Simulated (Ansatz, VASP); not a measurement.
## Two plane-wave programs on MoS2

```
Mo S
1.0
     1.59653    0.92176    6.07723
    -1.59653    0.92176    6.07723
     0.00000   -1.84351    6.07723
Mo S
1 2
Direct
  0.00000 0.00000 0.00000
  0.24743 0.24743 0.24743
  0.75257 0.75257 0.75257
```

The cell was built by a generator and needn't be a form met in nature.

Alike in both runs: task single point; functional PBE; k mesh 6 × 6 × 6; occupations fermi-dirac, width 0.02 eV; no spin polarisation.

|  | VASP | Ansatz |
| --- | --- | --- |
| version | VASP 6.6.1 | Ansatz 0.2.0 |
| potentials or method | VASP PAW PBE potentials, release 64 (Mo_sv, S) | plane waves, PAW |
| plane-wave cutoff (eV) | 520 | 420 |
| valence electrons in the cell | 26 | 26 |

VASP gave:

```
pressure (GPa)                                  : 2.1
largest component of the traceless stress (GPa) : 1.18
rms of the force components (eV/Å)              : 0.047
```

Problem. What did Ansatz give for the same quantities?

Solution. Pressure (GPa): 2.2; largest component of the traceless stress (GPa): 1.18; rms of the force components (eV/Å): 0.052.

Atom by atom the forces differ by 0.005 eV/Å (rms over components).

Caveats: the k mesh is coarse (spacing up to 0.38 Å⁻¹), so the values aren't converged.
